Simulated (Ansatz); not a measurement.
Runs of Ansatz 0.2.0 on TiO2. It takes space group P4_2/mnm (No. 136, tetragonal). The conventional cell has a = 4.600 Å, b = 4.600 Å, c = 2.959 Å, α = 90.00°, β = 90.00°, γ = 90.00°. Ti (site symmetry mmm) has 6 O at 1.95 to 1.98 Å as nearest neighbours. O (site symmetry m2m) has 3 Ti at 1.95 to 1.98 Å as nearest neighbours. The cell is a database's computed one.

```csv
task,level,potentials or basis,U,cell,cutoff (eV),hubbard projectors,double counting,gap on the mesh (eV),pressure (GPa),relaxed volume (Å³/atom)
relaxation of cell and atoms,PBE+D4,Ansatz PAW,-,relaxed,420,-,-,1.87,0.0,(b)
relaxation of cell and atoms,PBEsol+U,Ansatz PAW,Ti d U = 4 eV,relaxed,420,ortho-atomic (the default),fll (the default),2.29,0.0,10.47
relaxation of cell and atoms,PBEsol+U,Ansatz PAW,Ti d U = 3 eV,relaxed,420,ortho-atomic (the default),fll (the default),2.18,0.0,10.43
relaxation of cell and atoms,PBEsol+D3(BJ),Ansatz PAW,-,relaxed,420,-,-,(a),0.0,(c)
```

Alike in all rows: no spin polarisation; k mesh 6 × 6 × 9; smearing fermi-dirac 0.05 eV.

**Question.** Fill in the values left out.

**Answer.** (a) 1.88; (b) 10.45; (c) 10.17.

Caveats: the plane-wave basis is chosen anew once the cell has moved, so the energies of steps on either side of that aren't comparable; odd divisions of the mesh miss points on the zone boundary, where band edges often lie, so the gap on the mesh can be too wide (some runs); the PAW data sets come from PBE, with cores solved anew for the run's functional, which leaves a small shift of forces and pressure (some runs).

A k mesh can miss the band edges.

Not every run made on this cell is shown here.
